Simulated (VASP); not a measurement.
# InP (F-43m) in VASP: a series of runs

InP is run at these levels: BLYP+D3(BJ), BLYP+D4, PBEsol; tasks: relaxation of cell and atoms, single point.

Everything below comes from runs of VASP 6.6.1. Logs are shortened: lines on timing, memory, paths and dates and some standing lists are left out, and cuts for length are marked.

**Experimental background.**

From a printed reference work, data compilation, for a bulk crystal of InP at 1.6 K: band gap 1.4236 eV (direct).

The results are compared with them further down.

## 1. The cell of the first run

It takes space group F-43m (No. 216, cubic). Conventional cell: a = 5.861 Å, b = 5.861 Å, c = 5.861 Å, α = 90.00°, β = 90.00°, γ = 90.00°. In (site symmetry -43m) has 4 P at 2.54 Å within 3.3 Å. P (site symmetry -43m) has 4 In at 2.54 Å within 3.3 Å.

## 2. Relaxation of cell and atoms, BLYP+D3(BJ)

INCAR reads:

```
PREC = Accurate
ENCUT = 600
EDIFF = 1E-7
ISMEAR = -1
SIGMA = 0.05
LREAL = F
LASPH = T
NELM = 100
ALGO = Normal
ISIF = 3
LWAVE = F
LCHARG = F
GGA = B5
ALDAX = 1.0
AGGAX = 1.0
AGGAC = 1.0
ALDAC = 0.0
IVDW = 12
IBRION = 2
NSW = 60
EDIFFG = -0.01
VDW_S6 = 1.0
VDW_S8 = 2.6996
VDW_A1 = 0.4298
VDW_A2 = 4.2359
```

KPOINTS reads:

```
regular mesh
0
Gamma
  8 8 8
```

POSCAR reads:

```
InP
1.0
    0.0000000000      2.9305000000      2.9305000000
    2.9305000000      0.0000000000      2.9305000000
    2.9305000000      2.9305000000      0.0000000000
In P
1 1
Direct
    0.0000000000      0.0000000000      0.0000000000
    0.7500000000      0.7500000000      0.7500000000
```

Potentials or basis: VASP PAW PBE potentials, release 64 (In_d, P).

On the command line:

```console
cat potpaw_PBE.64/In_d/POTCAR potpaw_PBE.64/P/POTCAR > POTCAR
mpirun -np 1 vasp_std > vasp.out
```

OUTCAR:

```text
PREC = Accurate
   ENCUT = 600
   EDIFF = 1E-7
   ISMEAR = -1
   LREAL = F
   LASPH = T
   NELM = 100
   ISIF = 3
   GGA = B5
   IVDW = 12
   IBRION = 2
   NSW = 60
   EDIFFG = -0.01
 IVDW          = 12

 ion  position               nearest neighbor table
   1  0.000  0.000  0.000-   2 2.54   2 2.54   2 2.54   2 2.54
   2  0.750  0.750  0.750-   1 2.54   1 2.54   1 2.54   1 2.54

  LATTYP: Found a face centered cubic cell.
 ALAT       =     5.8610000000

  Lattice vectors:

 A1 = (   0.0000000000,   2.9305000000,   2.9305000000)
 A2 = (   2.9305000000,   0.0000000000,   2.9305000000)
 A3 = (   2.9305000000,   2.9305000000,   0.0000000000)

Analysis of symmetry for initial positions (statically):
=====================================================================
 Subroutine PRICEL returns:
 Original cell was already a primitive cell.

 Routine SETGRP: Setting up the symmetry group for a
 face centered cubic supercell.

 Subroutine GETGRP returns: Found 24 space group operations
 (whereof 24 operations were pure point group operations)
 out of a pool of 48 trial point group operations.

The static configuration has the point symmetry T_d .

Analysis of symmetry for dynamics (positions and initial velocities):
=====================================================================
 Subroutine PRICEL returns:
 Original cell was already a primitive cell.

 Routine SETGRP: Setting up the symmetry group for a
 face centered cubic supercell.

 Subroutine GETGRP returns: Found 24 space group operations
 (whereof 24 operations were pure point group operations)
 out of a pool of 48 trial point group operations.

The dynamic configuration has the point symmetry T_d .

 Subroutine INISYM returns: Found 24 space group operations
 (whereof 24 operations are pure point group operations),
 and found     1 'primitive' translations

----------------------------------------------------------------------------------------

                                     Primitive cell

  volume of cell :      50.3333

  direct lattice vectors                    reciprocal lattice vectors
     0.000000000  2.930500000  2.930500000    -0.170619348  0.170619348  0.170619348
     2.930500000  0.000000000  2.930500000     0.170619348 -0.170619348  0.170619348
     2.930500000  2.930500000  0.000000000     0.170619348  0.170619348 -0.170619348

  length of vectors
     4.144352845  4.144352845  4.144352845     0.295521380  0.295521380  0.295521380

  position of ions in fractional coordinates (direct lattice)
     0.000000000  0.000000000  0.000000000
     0.750000000  0.750000000  0.750000000

  ion indices of the primitive-cell ions
   primitive index   ion index
                 1           1
                 2           2

----------------------------------------------------------------------------------------

 KPOINTS: regular mesh

Automatic generation of k-mesh.
 Grid dimensions read from file:
 generate k-points for:    8    8    8

 Generating k-lattice:

  Cartesian coordinates                     Fractional coordinates (reciprocal lattice)
    -0.021327419  0.021327419  0.021327419     0.125000000  0.000000000  0.000000000
     0.021327419 -0.021327419  0.021327419     0.000000000  0.125000000  0.000000000
     0.021327419  0.021327419 -0.021327419     0.000000000  0.000000000  0.125000000

  Length of vectors
     0.036940172  0.036940172  0.036940172

  Shift w.r.t. Gamma in fractional coordinates (k-lattice)
     0.000000000  0.000000000  0.000000000

 Subroutine IBZKPT returns following result:
 ===========================================

 Found     29 irreducible k-points:

 Following reciprocal coordinates:
            Coordinates               Weight
  0.000000  0.000000  0.000000      1.000000
  0.125000  0.000000  0.000000      8.000000
  0.250000  0.000000  0.000000      8.000000
  0.375000  0.000000  0.000000      8.000000
  0.500000  0.000000  0.000000      4.000000
  0.125000  0.125000  0.000000      6.000000
[... 16 lines left out ...]
  0.500000  0.250000  0.125000     48.000000
 -0.375000  0.250000  0.125000     24.000000
 [... further k-points ...]
   k-points           NKPTS =     29   k-points in BZ     NKDIM =     29   number of bands    NBANDS=     13
   number of dos      NEDOS =    301   number of ions     NIONS =      2
   total plane-waves  NPLWV =  46656
   dimension x,y,z NGX =    36 NGY =   36 NGZ =   36
   dimension x,y,z NGXF=    72 NGYF=   72 NGZF=   72
   ions per type =               1   1
   NGX,Y,Z   is equivalent  to a cutoff of  14.44, 14.44, 14.44 a.u.
   NGXF,Y,Z  is equivalent  to a cutoff of  28.88, 28.88, 28.88 a.u.
 SYSTEM =  unknown system
   PREC   = accura    normal or accurate (medium, high low for compatibility)
   ISTART =      0    job   : 0-new  1-cont  2-samecut
   ICHARG =      2    charge: 1-file 2-atom 10-const
   ISPIN  =      1    spin polarized calculation?
   LNONCOLLINEAR =      F non collinear calculations
   LSORBIT =      F    spin-orbit coupling
   LASPH  =      T    aspherical Exc in radial PAW
   ENCUT  =  600.0 eV  44.10 Ry    6.64 a.u.   8.28  8.28  8.28*2*pi/ulx,y,z
   NELM   =    100;   NELMIN=  2; NELMDL= -5     # of ELM steps
   EDIFF  = 0.1E-06   stopping-criterion for ELM
   LREAL  =      F    real-space projection
   EDIFFG = -.1E-01   stopping-criterion for IOM
   NSW    =     60    number of steps for IOM
   IBRION =      2    ionic relax: 0-MD 1-quasi-New 2-CG
   NFREE  =      1    steps in history (QN), initial steepest desc. (CG)
   ISIF   =      3    stress and relaxation
   ISYM   =      2    0-nonsym 1-usesym 2-fastsym
   POTIM  = 0.5000    time-step for ionic-motion
   TEBEG  =    0.0;   TEEND  =   0.0 temperature during run
   PSTRESS=    0.0 pullay stress
   NELECT =      18.0000    total number of electrons
   NUPDOWN=      -1.0000    fix difference up-down
   EMIN   =  10.00;   EMAX   =-10.00  energy-range for DOS
   EFERMI =   0.00;   METHOD = LEGACY
   ISMEAR =    -1;   SIGMA  =   0.05  broadening in eV -4-tet -1-fermi 0-gaus
   EFERMI_NEDOS =   21; number of points for ismear=-14 and -15
   IALGO  =     38    algorithm
   IMIX   =      4    mixing-type and parameters
     AMIX     =   0.40;   BMIX     =  1.00
     AMIX_MAG =   1.60;   BMIX_MAG =  1.00
  volume/ion in A,a.u.               =      25.17       169.83
  Fermi-wavevector in a.u.,A,eV,Ry     =   1.162021  2.195901 18.371846  1.350293
  Thomas-Fermi vector in A             =   2.298587
   LORBIT       =      0    0 simple, 1 ext, 2 COOP (PROOUT), +10 PAW based schemes
   GGA     = B5    functional components
   LHFCALC =     F    Hartree Fock is set to
   AEXX    =    0.0000 exact exchange contribution
   IVDW    =    12    specifies the selected vdW correction
   LEPSILON=     F    determine dielectric tensor
   LRPA    =     F    only Hartree local field effects (RPA)
 conjugate gradient relaxation of ions
 non-spin polarized calculation
  energy-cutoff  :      600.00
  volume of cell :       50.33
 maximum number of plane-waves:      1700
 NGX is ok and might be reduce to    36
   NGX = 17   NGY = 17   NGZ = 17

--------------------------------------- Ionic step        1  -------------------------------------------

 number of electron      17.9999998 magnetization

 Free energy of the ion-electron system (eV)
  ---------------------------------------------------
  ext. energy  EPLUGINS =         0.00000000
  ---------------------------------------------------
  free energy    TOTEN  =        -7.05632494 eV

  energy without entropy =       -7.05631453  energy(sigma->0) =       -7.05631973

------------------------ aborting loop because EDIFF is reached ----------------------------------------

 Edisp (eV)   -1.43098

 E8    (eV) :    -1.0601

  FORCE on cell =-STRESS in cart. coord.  units (eV):
  Direction    XX          YY          ZZ          XY          YZ          ZX
  --------------------------------------------------------------------------------------
  -------------------------------------------------------------------------------------
  Total       0.51302     0.51302     0.51302     0.00000     0.00000    -0.00000
  in kB      16.33000    16.33000    16.33000     0.00000     0.00000    -0.00000
  external pressure =       16.33 kB  Pullay stress =        0.00 kB

 VOLUME and BASIS-vectors are now :
 -----------------------------------------------------------------------------
  energy-cutoff  :      600.00
  volume of cell :       50.33
      direct lattice vectors                 reciprocal lattice vectors
     0.000000000  2.930500000  2.930500000    -0.170619348  0.170619348  0.170619348
     2.930500000  0.000000000  2.930500000     0.170619348 -0.170619348  0.170619348
     2.930500000  2.930500000  0.000000000     0.170619348  0.170619348 -0.170619348
[... 41 lines left out ...]
 POSITION                                       TOTAL-FORCE (eV/Angst)
 -----------------------------------------------------------------------------------
      0.00000      0.00000      0.00000        -0.000000     -0.000000     -0.000000
      4.45015      4.45015      4.45015         0.000000      0.000000      0.000000
 -----------------------------------------------------------------------------------
    total drift:                               -0.000000     -0.000000     -0.000000

  FREE ENERGIE OF THE ION-ELECTRON SYSTEM (eV)
  ---------------------------------------------------
  free  energy   TOTEN  =        -8.4924216540 eV

  energy  without entropy=       -8.4923595346  energy(sigma->0) =       -8.49239059

--------------------------------------- Ionic step        3  -------------------------------------------

 number of electron      17.9999998 magnetization

 Free energy of the ion-electron system (eV)
  ---------------------------------------------------
  ext. energy  EPLUGINS =         0.00000000
  ---------------------------------------------------
  free energy    TOTEN  =        -7.10331567 eV

  energy without entropy =       -7.10327975  energy(sigma->0) =       -7.10329771

 E-fermi :   5.6156     XC(G=0):  -8.6100

 val. band max:        5.3416816488   @ k =   0.0000   0.0000   0.0000
 cond. band min:       5.8250178341   @ k =   0.0000   0.0000   0.0000
 fundamental gap:      0.4833361853
 Fermi energy:         5.6156279195

 k-point     1 :       0.0000    0.0000    0.0000
  band No.  band energies     occupation
      1      -8.8367      2.00000
      2      -8.8367      2.00000
      3      -8.8367      2.00000
      4      -8.6951      2.00000
      5      -8.6951      2.00000
      6      -6.0058      2.00000
      7       5.3417      1.99169
      8       5.3417      1.99169
      9       5.3417      1.99169
     10       5.8250      0.02991
     11       9.4522      0.00000
     12       9.4522      0.00000
     13       9.4522      0.00000

 k-point     2 :       0.1250    0.0000    0.0000
  band No.  band energies     occupation
      1      -8.8534      2.00000
      2      -8.8299      2.00000
      3      -8.8299      2.00000
      4      -8.6950      2.00000
      5      -8.6950      2.00000
      6      -5.8360      2.00000
      7       3.7772      2.00000
      8       5.1652      1.99976
      9       5.1652      1.99976
     10       6.8355      0.00000
     11       9.6015      0.00000
[... 339 lines left out ...]
 k-point    24 :      -0.3750    0.2500    0.1250
  band No.  band energies     occupation
      1      -8.9562      2.00000
      2      -8.7922      2.00000
      3      -8.7741      2.00000
      4      -8.6999      2.00000
      5      -8.6833      2.00000
      6      -4.0837      2.00000
      7      -0.0904      2.00000
      8       2.7714      2.00000
      9       3.7916      2.00000
     10       8.4170      0.00000
     11       9.6495      0.00000
     12      11.1888      0.00000
     13      12.5582      0.00000

 [... further k-points ...]

------------------------ aborting loop because EDIFF is reached ----------------------------------------

 Edisp (eV)   -1.39047

 E8    (eV) :    -1.0297

  FORCE on cell =-STRESS in cart. coord.  units (eV):
  Direction    XX          YY          ZZ          XY          YZ          ZX
  --------------------------------------------------------------------------------------
  -------------------------------------------------------------------------------------
  Total      -0.00320    -0.00320    -0.00320     0.00000     0.00000     0.00000
  in kB      -0.09936    -0.09936    -0.09936     0.00000     0.00000     0.00000
  external pressure =       -0.10 kB  Pullay stress =        0.00 kB

 VOLUME and BASIS-vectors are now :
 -----------------------------------------------------------------------------
  energy-cutoff  :      600.00
  volume of cell :       51.62
      direct lattice vectors                 reciprocal lattice vectors
     0.000000000  2.955297187  2.955297187    -0.169187722  0.169187722  0.169187722
     2.955297187  0.000000000  2.955297187     0.169187722 -0.169187722  0.169187722
     2.955297187  2.955297187  0.000000000     0.169187722  0.169187722 -0.169187722

 POSITION                                       TOTAL-FORCE (eV/Angst)
 -----------------------------------------------------------------------------------
      0.00000      0.00000      0.00000        -0.000000      0.000000     -0.000000
      4.43295      4.43295      4.43295         0.000000     -0.000000      0.000000
 -----------------------------------------------------------------------------------
    total drift:                               -0.000000     -0.000000     -0.000000

  FREE ENERGIE OF THE ION-ELECTRON SYSTEM (eV)
  ---------------------------------------------------
  free  energy   TOTEN  =        -8.4937848525 eV

  energy  without entropy=       -8.4937489283  energy(sigma->0) =       -8.49376689

 reached required accuracy - stopping structural energy minimisation
```

It took 2.1 min on 1 thread of Intel Xeon Platinum 8259CL at 2.50GHz (Skylake/Cascade Lake), shared host; peak memory 0.23 GiB.

What came out:

```yaml
Free_energy: -8.4938 eV
Relaxed_volume: 25.81 Å³/atom
Relaxed_cell: a = 4.179 Å, b = 4.179 Å, c = 4.179 Å, α = 60.00°, β = 60.00°, γ = 60.00°
Space_group_after_relaxing_to_0.05_Å: F-43m (No. 216)
Energy_gained_by_relaxing: 3.2 meV/atom
Ionic_steps: 3
Pressure_after_relaxing: 0.0 GPa
Band_gap_on_the_k_mesh: 0.48 eV, direct
Dispersion_energy_per_atom: -0.695 eV
```

The path:
| step | energy change (eV) | largest force (eV/Å) | pressure (GPa) | volume (Å³) |
| --- | --- | --- | --- | --- |
| 1 | 0.0000 | 0.0000 | 1.63 | 50.33 |
| 2 | -0.0051 | 0.0000 | -0.71 | 52.23 |
| 3 | -0.0065 | 0.0000 | -0.01 | 51.62 |

Final structure:
```cif
data_structure
_symmetry_space_group_name_H-M 'P 1'
_symmetry_Int_Tables_number 1
_cell_length_a 4.1794
_cell_length_b 4.1794
_cell_length_c 4.1794
_cell_angle_alpha 60.000
_cell_angle_beta 60.000
_cell_angle_gamma 60.000
_cell_volume 51.62
loop_
_atom_site_label
_atom_site_type_symbol
_atom_site_fract_x
_atom_site_fract_y
_atom_site_fract_z
_atom_site_occupancy
In1 In 0.00000 0.00000 0.00000 1
P1 P 0.75000 0.75000 0.75000 1
```

Caveat: the PAW data sets were made with another functional, which shifts forces and pressure a little; spin-orbit coupling is left out, which moves the levels of the heavy elements. A hybrid or GW would open this gap; BLYP tends to underestimate it.

(Continued in part 2 of 3.)
